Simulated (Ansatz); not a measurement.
Crystal: LuH2.

```
Lu H
1.0
     0.00000    2.51650    2.51650
     2.51650    0.00000    2.51650
     2.51650    2.51650    0.00000
Lu H
1 2
Direct
  0.00000 0.00000 0.00000
  0.75000 0.75000 0.75000
  0.25000 0.25000 0.25000
```

Base run:

| Item | Value |
| --- | --- |
| Program | Ansatz 0.2.0 |
| Functional | PBEsol |
| Potentials or basis | all-electron PAW datasets made for the crystal |
| Cutoff | 360 eV |
| Density cutoff | 1440 eV |
| k mesh | 9 × 9 × 9 |
| Occupations | fermi-dirac, width 0.05 eV |
| Spin | no spin polarisation |

Its results: pressure -4.0 GPa.

Task: The run is repeated on the same cell with these changes: potentials or basis from all-electron PAW datasets made for the crystal to all-electron LAPW, non-relativistic; cutoff from 360 eV to 232 eV; density cutoff from 1440 eV to 929 eV. What comes out?

Result: Pressure 3.2 GPa.

Caveats: relativity is left out, which matters for the heavier elements (some runs).

Not every run made on this cell is shown here.
